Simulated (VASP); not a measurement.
Set up this calculation in VASP 6.6.1, as the native input.

```
Task                   : single point
Functional             : r2SCAN
Potentials or basis    : VASP PAW PBE potentials, release 64 (Mn_pv, O)
Cutoff                 : 520 eV
k mesh                 : 7 × 7 × 7
Occupations            : fermi-dirac, width 0.05 eV
Spin                   : collinear spin, ferromagnetic start
Starting moments       : [4.0, 0.0] μB
Hubbard terms          : Mn d U = 5 eV
Further INCAR settings : ALGO = Normal; EDIFF = 1e-06
```

The structure of MnO lies in POSCAR:

```
MnO
1.0
    0.0000000000      2.2220003300      2.2220003300
    2.2220003300      0.0000000000      2.2220003300
    2.2220003300      2.2220003300      0.0000000000
Mn O
1 1
Direct
    0.0000000000      0.0000000000      0.0000000000
    0.5000000000      0.5000000000      0.5000000000
```

These files were run (other wordings do the same):

INCAR

```
SYSTEM = MnO
PREC = Accurate
ENCUT = 520
EDIFF = 1E-6
ISMEAR = -1
SIGMA = 0.05
LREAL = .False.
LASPH = .True.
NELM = 150
ALGO = Normal
ISIF = 2
LWAVE = .False.
LCHARG = .False.
ISPIN = 2
MAGMOM = 4 0
LORBIT = 11
LMAXMIX = 4
LDAU = .True.
LDAUTYPE = 2
LDAUL = 2 -1
LDAUU = 5 0
LDAUJ = 0 0
LDAUPRINT = 1
METAGGA = R2SCAN
LMIXTAU = .True.
```

KPOINTS

```
regular mesh
0
Gamma
  7 7 7
  0 0 0
```

Potentials or basis: VASP PAW PBE potentials, release 64 (Mn_pv, O).

Launch:

```bash
$ cat potpaw_PBE.64/Mn_pv/POTCAR potpaw_PBE.64/O/POTCAR > POTCAR
$ mpirun -np 1 vasp_std > vasp.out
```

Results of the run:

```json
{
  "Pressure": "4.3 GPa",
  "Band gap on the k mesh": "1.16 eV, indirect (least direct gap 3.23 eV)",
  "Net moment": "5.00 μB per cell",
  "Site moments": "Mn +4.69; O +0.13 μB",
  "Valence electrons inside the program's atomic spheres": "Mn 11.35; O 5.05"
}
```

Caveat: the PAW data sets were made with another functional, which shifts forces and pressure a little; an odd mesh through Γ misses points on the zone boundary, where band edges often lie; a cell with one magnetic atom can't hold antiferromagnetic order, which such compounds often take.

Wall time 100 s on 1 thread of AMD EPYC 7R43 64-Core Processor (Zen 3), with other jobs on the host, peak memory 0.12 GiB.
